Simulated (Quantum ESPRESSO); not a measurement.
**Moving the dispersion correction in W**

The cell as given:

It takes space group Im-3m (No. 229, cubic). Conventional cell: a = 3.165 Å, b = 3.165 Å, c = 3.165 Å, α = 90.00°, β = 90.00°, γ = 90.00°. W (site symmetry m-3m) has 8 W at 2.74 Å as nearest neighbours.

Kept alike: task relaxation of cell and atoms; functional PBEsol; k mesh 12 × 12 × 12; occupations fermi-dirac, width 0.05 eV; no spin polarisation. Program: Quantum ESPRESSO, GBRV 1.5 PBEsol, cutoff 762 eV. The mesh is that of the run's cell of 1 atom. No spin-orbit coupling.

| dispersion correction | volume (Å³/atom) |
| --- | --- |
| D3(zero) | 15.463 |
| D3(BJ) | 15.416 |
| none | 15.712 |
| rVV10 | 15.479 |

The relaxations keep at least the cell's symmetry (Im-3m). For a metal such a mesh leaves the last digits unconverged. Relaxations stop with a little pressure left, so the last digits of a volume or edge aren't settled.

**Question.** What does the dispersion correction change here?

**Answer.** The volume runs from 15.416 (D3(BJ)) to 15.712 Å³/atom (none). Against no correction: D3(zero) -1.6 %; D3(BJ) -1.9 %; rVV10 -1.5 %. Dispersion terms mostly attract and so lower the volume; the schemes' coefficients and damping set how far. Measured: 15.8 Å³/atom (arxiv:2311.02034); nearest none, 0.09 Å³/atom off. The runs are for a static lattice.
